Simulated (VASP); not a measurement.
## Ge (strained diamond): a PBE single-point calculation in VASP

INCAR

```
ENCUT = 520
SIGMA = 0.02
LASPH = .TRUE.
NBANDS = 21
PREC = Accurate
GGA = PE
NELM = 120
LWAVE = .FALSE.
ISMEAR = -1
NSW = 0
LREAL = .FALSE.
IBRION = -1
EDIFF = 1E-7
LCHARG = .FALSE.
ISIF = 2
```

KPOINTS

```
KPOINTS created by Atomic Simulation Environment
0
Gamma
8 8 8
0 0 0
```

KPOINTS_OPT

```
special points
7
Reciprocal
0.0000000000 0.0000000000 0.0000000000 1
0.5000000000 0.0000000000 0.5000000000 1
0.6250000000 0.2500000000 0.6250000000 1
0.3750000000 0.3750000000 0.7500000000 1
0.5000000000 0.5000000000 0.5000000000 1
0.5000000000 0.2500000000 0.7500000000 1
0.0000000000 0.0000000000 0.5000000000 1
```

POSCAR

```
Ge
 1.0000000000000000
     0.0000000000000000    2.9503484526000001    2.9503484526000001
     2.9503484526000001    0.0000000000000000    2.9503484526000001
     2.9503484526000001    2.9503484526000001    0.0000000000000000
 Ge
   2
Cartesian
  0.0000000000000000  0.0000000000000000  0.0000000000000000
  1.4751742263000001  1.4751742263000001  1.4751742263000001
```

VASP ran with the recommended PBE PAW datasets (28 valence electrons in the cell).

Command

```
mpirun -np 1 vasp_std
```

OSZICAR

```
N       E                     dE             d eps       ncg     rms          rms(c)
DAV:   1     0.190121796500E+03    0.19012E+03   -0.14549E+04  1355   0.347E+03
DAV:   2     0.191762051783E+02   -0.17095E+03   -0.16607E+03  1218   0.624E+02
DAV:   3    -0.807718624443E+01   -0.27253E+02   -0.27096E+02  1433   0.143E+02
DAV:   4    -0.902047733864E+01   -0.94329E+00   -0.94283E+00  1358   0.310E+01
DAV:   5    -0.903707743296E+01   -0.16600E-01   -0.16600E-01  1401   0.463E+00    0.269E+00
DAV:   6    -0.900180089143E+01    0.35277E-01   -0.17247E-02  1609   0.154E+00    0.160E+00
DAV:   7    -0.898238642941E+01    0.19414E-01   -0.34306E-02  1366   0.190E+00    0.141E-01
DAV:   8    -0.898387964974E+01   -0.14932E-02   -0.51019E-03  1349   0.965E-01    0.396E-02
DAV:   9    -0.898407041908E+01   -0.19077E-03   -0.28162E-04  1376   0.240E-01    0.156E-02
DAV:  10    -0.898411421454E+01   -0.43795E-04   -0.65680E-05  1535   0.632E-02    0.531E-03
DAV:  11    -0.898411703561E+01   -0.28211E-05   -0.92865E-06  1488   0.485E-02    0.187E-03
DAV:  12    -0.898411689781E+01    0.13779E-06   -0.82966E-07  1568   0.175E-02    0.398E-04
DAV:  13    -0.898411685467E+01    0.43141E-07   -0.36973E-08   991   0.201E-03
   1 F= -.89841169E+01 E0= -.89839892E+01  d E =-.255315E-03
       N       E                     dE             ncg
DAV:   1    -0.438352494479E+03   -0.71648E+04      330
DAV:   2    -0.160809565704E+04   -0.11697E+04      299
DAV:   3    -0.179495594962E+04   -0.18686E+03      329
DAV:   4    -0.180132380355E+04   -0.63679E+01      354
DAV:   5    -0.180143308520E+04   -0.10928E+00      322
DAV:   6    -0.180143587264E+04   -0.27874E-02      359
DAV:   7    -0.180143599317E+04   -0.12053E-03      353
DAV:   8    -0.180143599855E+04   -0.53786E-05      341
DAV:   9    -0.180143599887E+04   -0.32169E-06      324
DAV:  10    -0.180143599888E+04   -0.95743E-08      222
```

From OUTCAR

```
k-points           NKPTS =     29   k-points in BZ     NKDIM =     29   number of bands    NBANDS=     21

   NELECT =      28.0000    total number of electrons

   dimension x,y,z NGX =    32 NGY =   32 NGZ =   32
   dimension x,y,z NGXF=    64 NGYF=   64 NGZF=   64

  energy-cutoff  :      520.00
  volume of cell :       51.36
      direct lattice vectors                 reciprocal lattice vectors
     0.000000000  2.950348453  2.950348453    -0.169471508  0.169471508  0.169471508
     2.950348453  0.000000000  2.950348453     0.169471508 -0.169471508  0.169471508
     2.950348453  2.950348453  0.000000000     0.169471508  0.169471508 -0.169471508

 k-points in reciprocal lattice and weights: KPOINTS created by Atomic Simulation Env
   0.00000000  0.00000000  0.00000000       0.002
   0.12500000  0.00000000  0.00000000       0.016
   0.25000000  0.00000000  0.00000000       0.016
   0.37500000  0.00000000  0.00000000       0.016
   0.50000000  0.00000000  0.00000000       0.008
   0.12500000  0.12500000  0.00000000       0.012
   0.25000000  0.12500000  0.00000000       0.047
   0.37500000  0.12500000  0.00000000       0.047
   ...

 E-fermi :   3.6778

 k-point     1 :       0.0000    0.0000    0.0000
  band No.  band energies     occupation
      1     -20.8323      2.00000
      2     -20.8323      2.00000
      3     -20.8323      2.00000
      4     -20.8050      2.00000
      5     -20.8050      2.00000
      6     -20.6535      2.00000
      7     -20.6535      2.00000
      8     -20.6535      2.00000
      9     -20.6490      2.00000
     10     -20.6490      2.00000
     11      -8.0307      2.00000
     12       2.7813      2.00000
     13       3.8444      0.00048
     14       3.8444      0.00048
     15       3.8444      0.00048
     16       6.3322      0.00000
     17       6.3322      0.00000
     18       6.3322      0.00000
     19       9.9683      0.00000
     20      12.9940      0.00000
     21      12.9940      0.00000

 k-point     2 :       0.1250    0.0000    0.0000
  band No.  band energies     occupation
      1     -20.8378      2.00000
      2     -20.8378      2.00000
      3     -20.8304      2.00000
      4     -20.7973      2.00000
      5     -20.7973      2.00000
      6     -20.6642      2.00000
      7     -20.6642      2.00000
      8     -20.6556      2.00000
      9     -20.6397      2.00000
     10     -20.6397      2.00000
     11      -7.8626      2.00000
     12       1.2302      2.00000
     13       3.5619      1.99391
     14       3.5619      1.99391
     15       4.3815      0.00000
     16       6.7184      0.00000
     17       6.7184      0.00000
     18       6.9930      0.00000
     19      10.8064      0.00000
     20      12.2232      0.00000
     21      12.2232      0.00000

 k-point     3 :       0.2500    0.0000    0.0000
  band No.  band energies     occupation
      1     -20.8452      2.00000
      2     -20.8452      2.00000
      3     -20.8257      2.00000
      4     -20.7851      2.00000
      5     -20.7851      2.00000
      6     -20.6748      2.00000
      7     -20.6748      2.00000
      8     -20.6608      2.00000
      9     -20.6317      2.00000
     10     -20.6317      2.00000
     11      -7.3777      2.00000
     12      -0.7753      2.00000
     13       3.0855      2.00000
     14       3.0855      2.00000
     15       4.1244      0.00000
     16       7.3052      0.00000
     17       7.3052      0.00000
     18       8.7975      0.00000
     19      11.6157      0.00000
     20      11.9750      0.00000
     21      11.9750      0.00000

 k-point     4 :       0.3750    0.0000    0.0000
  band No.  band energies     occupation
      1     -20.8491      2.00000
      2     -20.8491      2.00000
      3     -20.8209      2.00000
      4     -20.7773      2.00000
      5     -20.7773      2.00000
      6     -20.6807      2.00000
      7     -20.6807      2.00000
      8     -20.6662      2.00000
      9     -20.6274      2.00000
     10     -20.6274      2.00000
     11      -6.6799      2.00000
     12      -2.4590      2.00000
     13       2.7419      2.00000
     14       2.7419      2.00000
     15       3.7983      0.00480
     16       7.5071      0.00000
     17       7.5071      0.00000
     18      10.7248      0.00000
     19      11.5192      0.00000
     20      12.9629      0.00000
     21      12.9629      0.00000

 k-point     5 :       0.5000    0.0000    0.0000
  band No.  band energies     occupation
      1     -20.8502      2.00000
      2     -20.8502      2.00000
      3     -20.8188      2.00000
      4     -20.7751      2.00000
      5     -20.7751      2.00000
      6     -20.6823      2.00000
      7     -20.6823      2.00000
      8     -20.6685      2.00000
      9     -20.6262      2.00000
     10     -20.6262      2.00000
     11      -6.2329      2.00000
     12      -3.2438      2.00000
     13       2.6216      2.00000
     14       2.6217      2.00000
     15       3.6771      1.01560
     16       7.5060      0.00000
     17       7.5060      0.00000
     18      10.8750      0.00000
     19      13.4974      0.00000
     20      13.6414      0.00000
     21      14.4174      0.00000

 k-point     6 :       0.1250    0.1250    0.0000
  band No.  band energies     occupation
      1     -20.8367      2.00000
      2     -20.8365      2.00000
      3     -20.8365      2.00000
      4     -20.7988      2.00000
      5     -20.7889      2.00000
      6     -20.6792      2.00000
      7     -20.6547      2.00000
      8     -20.6476      2.00000
      9     -20.6476      2.00000
     10     -20.6370      2.00000
     11      -7.8055      2.00000
     12       1.0966      2.00000
     13       3.1097      2.00000
     14       3.1097      2.00000
     15       5.4045      0.00000
     16       5.7543      0.00000
     17       7.3536      0.00000
     18       7.3536      0.00000
     19      11.0700      0.00000
     20      11.1301      0.00000
     21      13.2416      0.00000

 k-point     7 :       0.2500    0.1250    0.0000
  band No.  band energies     occupation
      1     -20.8470      2.00000
      2     -20.8425      2.00000
      3     -20.8294      2.00000
      4     -20.7890      2.00000
      5     -20.7748      2.00000
      6     -20.6937      2.00000
      7     -20.6658      2.00000
      8     -20.6507      2.00000
      9     -20.6377      2.00000
     10     -20.6294      2.00000
     11      -7.4213      2.00000
     12      -0.3922      2.00000
     13       2.5034      2.00000
     14       2.6184      2.00000
     15       5.4826      0.00000
     16       6.1418      0.00000
     17       8.1021      0.00000
     18       8.3798      0.00000
     19      10.8549      0.00000
     20      12.3009      0.00000
     21      13.0728      0.00000

 k-point     8 :       0.3750    0.1250    0.0000
  band No.  band energies     occupation
      1     -20.8551      2.00000
      2     -20.8481      2.00000
      3     -20.8185      2.00000
      4     -20.7781      2.00000
      5     -20.7659      2.00000
      6     -20.7004      2.00000
      7     -20.6771      2.00000
      8     -20.6624      2.00000
      9     -20.6296      2.00000
     10     -20.6212      2.00000
     11      -6.7708      2.00000
     12      -2.0486      2.00000
     13       1.8733      2.00000
     14       2.3353      2.00000
     15       5.1387      0.00000
     16       6.9632      0.00000
     17       8.3305      0.00000
     18       9.1980      0.00000
     19      12.1285      0.00000
     20      12.6951      0.00000
     21      13.7368      0.00000

 k-point     9 :       0.5000    0.1250    0.0000
  band No.  band energies     occupation
      1     -20.8585      2.00000
      2     -20.8517      2.00000
      3     -20.8095      2.00000
      4     -20.7698      2.00000
      5     -20.7670      2.00000
      6     -20.6955      2.00000
      7     -20.6865      2.00000
      8     -20.6736      2.00000
      9     -20.6243      2.00000
     10     -20.6177      2.00000
     11      -6.1402      2.00000
     12      -3.1791      2.00000
     13       1.4649      2.00000
     14       2.3252      2.00000
     15       4.9110      0.00000
     16       7.2974      0.00000
     17       8.1356      0.00000
     18      10.5996      0.00000
     19      12.4230      0.00000
     20      13.8127      0.00000
     21      14.4297      0.00000

 ...

  Total       -1.1524989     -1.1524989     -1.1524989      0.0000000      0.0000000      0.0000000
  in kB      -35.9501880    -35.9501880    -35.9501880      0.0000000      0.0000000      0.0000000
  external PRESSURE =     -35.9501880 kB  Pullay stress =       0.0000000 kB

 POSITION                                       TOTAL-FORCE (eV/Angst)
 -----------------------------------------------------------------------------------
      0.00000      0.00000      0.00000        -0.000000     -0.000000     -0.000000
      1.47517      1.47517      1.47517         0.000000      0.000000      0.000000
 -----------------------------------------------------------------------------------
    total drift:                               -0.000000      0.000000      0.000000

  FREE ENERGIE OF THE ION-ELECTRON SYSTEM (eV)
  ---------------------------------------------------
  free  energy   TOTEN  =        -8.9841168547 eV

  energy  without entropy=       -8.9838615400  energy(sigma->0) =       -8.98398920
```

- gap between bands v and c: -0.17 eV (bands overlap: a metal)
- least direct gap: 0.00 eV
- pressure: -3.6 GPa

Band v is the last that the valence electrons fill when counted band by band, and c is the next.

The run took about 31 s on one core of a shared host (Intel Xeon Platinum 8488C) and held 0.19 GiB at most.
